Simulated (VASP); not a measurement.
# Ru (P6_3/mmc) in VASP: settings compared

One crystal, Ru, is run at these levels: PBE, vdW-DF-cx, vdW-DF2, optB86b-vdW; tasks: single point, relaxation of cell and atoms.

Everything below comes from runs of VASP 6.6.1. Logs are shortened: lines on timing, memory, paths and dates and some standing lists are left out, and cuts for length are marked.

## Step 1: Starting point

Symmetry: P6_3/mmc, No. 194, hexagonal system. The conventional cell has a = 2.706 Å, b = 2.706 Å, c = 4.282 Å, α = 90.00°, β = 90.00°, γ = 120.00°. Ru (site symmetry -6m2) has 12 Ru at 2.65 to 2.71 Å as nearest neighbours.

## Step 2: Single point, PBE

Input file INCAR:

```
SYSTEM = Ru
PREC = Accurate
ENCUT = 520
EDIFF = 1E-6
ISMEAR = 0
SIGMA = 0.013000000000000001
LREAL = .FALSE.
LASPH = .TRUE.
NELM = 60
ALGO = Fast
ISIF = 2
LWAVE = .FALSE.
LCHARG = .TRUE.
GGA = PE
LELF = .TRUE.
LVHAR = .TRUE.
NBANDS = 21
```

Input file KPOINTS:

```
Automatic mesh
0
G
  11 11 6
  0 0 0
```

Input file POSCAR:

```
Ru
1.0
    2.7058000000      0.0000000000      0.0000000000
   -1.3529000000      2.3432915376      0.0000000000
    0.0000000000      0.0000000000      4.2819000000
Ru
2
Direct
    0.6666666667      0.3333333333      0.7500000000
    0.3333333333      0.6666666667      0.2500000000
```

Potentials or basis: VASP PAW PBE potentials, release 64 (Ru_pv).

Command:

```sh
$ cat potpaw_PBE.64/Ru_pv/POTCAR > POTCAR
$ mpirun -np 1 vasp_std > vasp.out
```

OUTCAR:

```text
SYSTEM = Ru
   PREC = Accurate
   ENCUT = 520
   EDIFF = 1E-6
   ISMEAR = 0
   LREAL = .FALSE.
   LASPH = .TRUE.
   NELM = 60
   ISIF = 2
   GGA = PE

 ion  position               nearest neighbor table
   1  0.667  0.333  0.750-   2 2.65   2 2.65   2 2.65   2 2.65   2 2.65   2 2.65
   2  0.333  0.667  0.250-   1 2.65   1 2.65   1 2.65   1 2.65   1 2.65   1 2.65

  LATTYP: Found a hexagonal cell.
 ALAT       =     2.7058000000
 C/A-ratio  =     1.5824894671

  Lattice vectors:

 A1 = (   2.7058000000,   0.0000000000,   0.0000000000)
 A2 = (  -1.3529000000,   2.3432915376,   0.0000000000)
 A3 = (   0.0000000000,   0.0000000000,   4.2819000000)

Analysis of symmetry for initial positions (statically):
=====================================================================
 Subroutine PRICEL returns:
 Original cell was already a primitive cell.

 Routine SETGRP: Setting up the symmetry group for a
 hexagonal supercell.

 Subroutine GETGRP returns: Found 24 space group operations
 (whereof 12 operations were pure point group operations)
 out of a pool of 24 trial point group operations.

The static configuration has the point symmetry D_3d.
 The point group associated with its full space group is D_6h.

Analysis of symmetry for dynamics (positions and initial velocities):
=====================================================================
 Subroutine PRICEL returns:
 Original cell was already a primitive cell.

 Routine SETGRP: Setting up the symmetry group for a
 hexagonal supercell.

 Subroutine GETGRP returns: Found 24 space group operations
 (whereof 12 operations were pure point group operations)
 out of a pool of 24 trial point group operations.

The dynamic configuration has the point symmetry D_3d.
 The point group associated with its full space group is D_6h.

 Subroutine INISYM returns: Found 24 space group operations
 (whereof 12 operations are pure point group operations),
 and found     1 'primitive' translations

----------------------------------------------------------------------------------------

                                     Primitive cell

  volume of cell :      27.1493

  direct lattice vectors                    reciprocal lattice vectors
     2.705800000  0.000000000  0.000000000     0.369576465  0.213375072  0.000000000
    -1.352900000  2.343291538  0.000000000     0.000000000  0.426750144  0.000000000
     0.000000000  0.000000000  4.281900000     0.000000000  0.000000000  0.233541185

  length of vectors
     2.705800000  2.705800000  4.281900000     0.426750144  0.426750144  0.233541185

  position of ions in fractional coordinates (direct lattice)
     0.666666667  0.333333333  0.750000000
     0.333333333  0.666666667  0.250000000

  ion indices of the primitive-cell ions
   primitive index   ion index
                 1           1
                 2           2

----------------------------------------------------------------------------------------

 KPOINTS: Automatic mesh

Automatic generation of k-mesh.
 Grid dimensions read from file:
 generate k-points for:   11   11    6

 Generating k-lattice:

  Cartesian coordinates                     Fractional coordinates (reciprocal lattice)
     0.033597860  0.019397734  0.000000000     0.090909091  0.000000000  0.000000000
     0.000000000  0.038795468  0.000000000     0.000000000  0.090909091  0.000000000
     0.000000000  0.000000000  0.038923531     0.000000000  0.000000000  0.166666667

  Length of vectors
     0.038795468  0.038795468  0.038923531

  Shift w.r.t. Gamma in fractional coordinates (k-lattice)
     0.000000000  0.000000000  0.000000000

 Subroutine IBZKPT returns following result:
 ===========================================

 Found     64 irreducible k-points:

 Following reciprocal coordinates:
            Coordinates               Weight
  0.000000  0.000000  0.000000      1.000000
  0.090909  0.000000  0.000000      6.000000
  0.181818  0.000000  0.000000      6.000000
  0.272727  0.000000  0.000000      6.000000
  0.363636  0.000000  0.000000      6.000000
  0.454545  0.000000  0.000000      6.000000
[... 16 lines left out ...]
  0.090909  0.090909  0.166667     12.000000
  0.181818  0.090909  0.166667     24.000000
 [... further k-points ...]
   k-points           NKPTS =     64   k-points in BZ     NKDIM =     64   number of bands    NBANDS=     21
   number of dos      NEDOS =    301   number of ions     NIONS =      2
   total plane-waves  NPLWV =  12800
   dimension x,y,z NGX =    20 NGY =   20 NGZ =   32
   dimension x,y,z NGXF=    40 NGYF=   40 NGZF=   64
   ions per type =               2
   NGX,Y,Z   is equivalent  to a cutoff of  12.29, 12.29, 12.42 a.u.
   NGXF,Y,Z  is equivalent  to a cutoff of  24.58, 24.58, 24.85 a.u.
 SYSTEM =  Ru
   PREC   = accura    normal or accurate (medium, high low for compatibility)
   ISTART =      0    job   : 0-new  1-cont  2-samecut
   ICHARG =      2    charge: 1-file 2-atom 10-const
   ISPIN  =      1    spin polarized calculation?
   LNONCOLLINEAR =      F non collinear calculations
   LSORBIT =      F    spin-orbit coupling
   LASPH  =      T    aspherical Exc in radial PAW
   ENCUT  =  520.0 eV  38.22 Ry    6.18 a.u.   5.03  5.03  7.96*2*pi/ulx,y,z
   NELM   =     60;   NELMIN=  2; NELMDL= -5     # of ELM steps
   EDIFF  = 0.1E-05   stopping-criterion for ELM
   LREAL  =      F    real-space projection
   EDIFFG = 0.1E-04   stopping-criterion for IOM
   NSW    =      0    number of steps for IOM
   IBRION =     -1    ionic relax: 0-MD 1-quasi-New 2-CG
   NFREE  =      0    steps in history (QN), initial steepest desc. (CG)
   ISIF   =      2    stress and relaxation
   ISYM   =      2    0-nonsym 1-usesym 2-fastsym
   POTIM  = 0.5000    time-step for ionic-motion
   TEBEG  =    0.0;   TEEND  =   0.0 temperature during run
   PSTRESS=    0.0 pullay stress
   NELECT =      28.0000    total number of electrons
   NUPDOWN=      -1.0000    fix difference up-down
   EMIN   =  10.00;   EMAX   =-10.00  energy-range for DOS
   EFERMI =   0.00;   METHOD = LEGACY
   ISMEAR =     0;   SIGMA  =   0.01  broadening in eV -4-tet -1-fermi 0-gaus
   EFERMI_NEDOS =   21; number of points for ismear=-14 and -15
   IALGO  =     68    algorithm
   IMIX   =      4    mixing-type and parameters
     AMIX     =   0.40;   BMIX     =  1.00
     AMIX_MAG =   1.60;   BMIX_MAG =  1.00
  volume/ion in A,a.u.               =      13.57        91.61
  Fermi-wavevector in a.u.,A,eV,Ry     =   1.654022  3.125649 37.222674  2.735789
  Thomas-Fermi vector in A             =   2.742361
   LORBIT       =      0    0 simple, 1 ext, 2 COOP (PROOUT), +10 PAW based schemes
   GGA     = PE    functional components
   LHFCALC =     F    Hartree Fock is set to
   AEXX    =    0.0000 exact exchange contribution
   IVDW    =     0    specifies the selected vdW correction
   LEPSILON=     F    determine dielectric tensor
   LRPA    =     F    only Hartree local field effects (RPA)
 non-spin polarized calculation
 RMM-DIIS sequential band-by-band and
 Gauss-broadening in eV      SIGMA  =   0.01
  energy-cutoff  :      520.00
  volume of cell :       27.15
 maximum number of plane-waves:       744
 NGX is ok and might be reduce to    20
   NGX =  9   NGY =  9   NGZ = 15

 number of electron      28.0000008 magnetization

 Free energy of the ion-electron system (eV)
  ---------------------------------------------------
  ext. energy  EPLUGINS =         0.00000000
  ---------------------------------------------------
  free energy    TOTEN  =       -18.45034449 eV

  energy without entropy =      -18.44969737  energy(sigma->0) =      -18.45002093

 E-fermi :  12.7935     XC(G=0): -14.1202

 val. band max:       12.7593120011   @ k =   0.2727   0.0000   0.0000
 cond. band min:      12.7950762702   @ k =   0.2727   0.1818   0.1667
 fundamental gap:      0.0357642691
 Fermi energy:        12.7934991729

 k-point     1 :       0.0000    0.0000    0.0000
  band No.  band energies     occupation
      1     -30.8025      2.00000
      2     -29.8684      2.00000
      3     -29.8684      2.00000
      4     -29.6982      2.00000
      5     -29.6982      2.00000
      6     -29.6583      2.00000
[... 13 lines left out ...]
     20      23.2726      0.00000
     21      23.3011      0.00000

 k-point     2 :       0.0909    0.0000    0.0000
  band No.  band energies     occupation
      1     -30.7744      2.00000
      2     -29.9278      2.00000
      3     -29.8884      2.00000
      4     -29.7600      2.00000
      5     -29.7064      2.00000
      6     -29.6713      2.00000
[... 13 lines left out ...]
     20      23.2727      0.00000
     21      23.2941      0.00000

 k-point     3 :       0.1818    0.0000    0.0000
  band No.  band energies     occupation
      1     -30.6948      2.00000
      2     -30.0871      2.00000
      3     -29.9401      2.00000
      4     -29.9221      2.00000
      5     -29.7300      2.00000
      6     -29.7107      2.00000
[... 13 lines left out ...]
     20      23.2726      0.00000
     21      23.2839      0.00000

 k-point     4 :       0.2727    0.0000    0.0000
  band No.  band energies     occupation
      1     -30.5769      2.00000
      2     -30.2957      2.00000
      3     -30.1261      2.00000
      4     -30.0048      2.00000
      5     -29.7756      2.00000
      6     -29.7632      2.00000
[... 13 lines left out ...]
     20      23.2744      0.00000
     21      23.2937      0.00000

 k-point     5 :       0.3636    0.0000    0.0000
  band No.  band energies     occupation
      1     -30.4870      2.00000
      2     -30.4437      2.00000
      3     -30.3064      2.00000
      4     -30.0620      2.00000
      5     -29.8598      2.00000
      6     -29.7953      2.00000
[... 13 lines left out ...]
     20      23.2679      0.00000
     21      23.7693      0.00000
[... 382 lines left out ...]
     20      23.9440      0.00000
     21      25.1080      0.00000

 k-point    22 :       0.4545    0.0000    0.1667
  band No.  band energies     occupation
      1     -30.6576      2.00000
      2     -30.4753      2.00000
      3     -30.2375      2.00000
      4     -30.0769      2.00000
      5     -29.9110      2.00000
      6     -29.8340      2.00000
[... 13 lines left out ...]
     20      23.4001      0.00000
     21      24.6834      0.00000

 k-point    23 :       0.0909    0.0909    0.1667
  band No.  band energies     occupation
      1     -30.6642      2.00000
      2     -30.0042      2.00000
      3     -29.9596      2.00000
      4     -29.8829      2.00000
      5     -29.7450      2.00000
      6     -29.7234      2.00000
[... 13 lines left out ...]
     20      23.2725      0.00000
     21      24.4513      0.00000

 k-point    24 :       0.1818    0.0909    0.1667
  band No.  band energies     occupation
      1     -30.5945      2.00000
      2     -30.1639      2.00000
      3     -30.1157      2.00000
      4     -29.9605      2.00000
      5     -29.7905      2.00000
      6     -29.7580      2.00000
[... 13 lines left out ...]
     20      23.2725      0.00000
     21      24.5736      0.00000

 [... further k-points ...]
[... 5 lines left out ...]
  --------------------------------------------------------------------------------------
  -------------------------------------------------------------------------------------
  Total        0.7466440      0.7466440      0.7757370      0.0000000      0.0000000      0.0000000
  in kB       44.0621467     44.0621467     45.7790258      0.0000000      0.0000000      0.0000000
  external PRESSURE =      44.6344398 kB  Pullay stress =       0.0000000 kB

 VOLUME and BASIS-vectors are now :
 -----------------------------------------------------------------------------
  energy-cutoff  :      520.00
  volume of cell :       27.15
      direct lattice vectors                 reciprocal lattice vectors
     2.705800000  0.000000000  0.000000000     0.369576465  0.213375072  0.000000000
    -1.352900000  2.343291538  0.000000000     0.000000000  0.426750144  0.000000000
     0.000000000  0.000000000  4.281900000     0.000000000  0.000000000  0.233541185

 POSITION                                       TOTAL-FORCE (eV/Angst)
 -----------------------------------------------------------------------------------
      1.35290      0.78110      3.21143         0.000000      0.000000      0.000000
     -0.00000      1.56219      1.07048        -0.000000     -0.000000      0.000000
 -----------------------------------------------------------------------------------
    total drift:                               -0.000000      0.000000     -0.000000

  FREE ENERGIE OF THE ION-ELECTRON SYSTEM (eV)
  ---------------------------------------------------
  free  energy   TOTEN  =       -18.4503444881 eV

  energy  without entropy=      -18.4496973709  energy(sigma->0) =      -18.45002093
```

Run time: 13 s. Hardware: 1 thread of Intel Xeon 6975P-C (Granite Rapids), shared host; peak memory 0.15 GiB.

What came out:

| Quantity | Value |
| --- | --- |
| Free energy | -18.4503 eV |
| Pressure | 4.5 GPa |
| Band gap on the k mesh | none (metal or under the smearing width) |

## Step 3: Relaxation of cell and atoms, vdW-DF-cx

Input file INCAR:

```
PREC = Accurate ; ENCUT = 600
EDIFF = 1E-6 ; ISMEAR = -1
SIGMA = 0.05 ; LREAL = False
LASPH = True ; NELM = 100
ALGO = Fast ; ISIF = 3
LWAVE = False ; LCHARG = False
GGA = CX ; LUSE_VDW = True
AGGAC = 0.0 ; IBRION = 2
NSW = 60 ; EDIFFG = -0.01
```

Input file KPOINTS:

```
regular mesh
0
Gamma
  11 11 6
```

POSCAR is that of step 2.

Potentials or basis: VASP PAW PBE potentials, release 64 (Ru_pv).

Command:

```sh
$ cat potpaw_PBE.64/Ru_pv/POTCAR > POTCAR
$ mpirun -np 1 vasp_std > vasp.out
```

It took 82 s on 1 thread of Intel Xeon 6975P-C (Granite Rapids), shared host; peak memory 0.33 GiB.

It converged, with:

* Free energy: -13.2562 eV
* Relaxed volume: 13.41 Å³/atom
* Relaxed cell: a = 2.695 Å, b = 2.695 Å, c = 4.263 Å, α = 90.00°, β = 90.00°, γ = 120.00°
* Space group after relaxing (to 0.05 Å): P6_3/mmc (No. 194)
* Energy gained by relaxing: 2.5 meV/atom
* Ionic steps: 3
* Pressure after relaxing: 0.0 GPa
* Band gap on the k mesh: none (metal or under the smearing width)

Stress tensor (GPa, compression positive):
```
-0.07  0.00  0.00
 0.00 -0.07  0.00
 0.00  0.00  0.10
```

Step by step:
```tsv
step	energy change (eV)	largest force (eV/Å)	pressure (GPa)	volume (Å³)
1	0.0000	0.0000	-4.37	27.15
2	0.0450	0.0000	15.03	25.72
3	-0.0050	0.0000	-0.01	26.81
```

Final structure:
```yaml
crystal:
  lattice:
    - [2.69469, 0.00000, 0.00000]
    - [-1.34735, 2.33367, 0.00000]
    - [0.00000, 0.00000, 4.26332]
  atoms:
    - { symbol: Ru, position: [0.66667, 0.33333, 0.75000] }
    - { symbol: Ru, position: [0.33333, 0.66667, 0.25000] }
```

Levels at points of the mesh, in eV from the Fermi level:
```csv
k point,band 10,band 11,band 12,band 13,band 14,band 15,band 16,band 17,band 18
"(0.00, 0.00, 0.00)",-2.58,-2.40,-1.89,-1.89,-1.35,-1.35,1.28,1.28,1.39
"(0.00, 0.00, 0.50)",-2.75,-2.75,-2.75,-2.69,-2.69,0.63,0.63,0.63,0.63
```

Caveat: the PAW data sets were made with another functional, which shifts forces and pressure a little.

(Continued in part 2 of 2.)
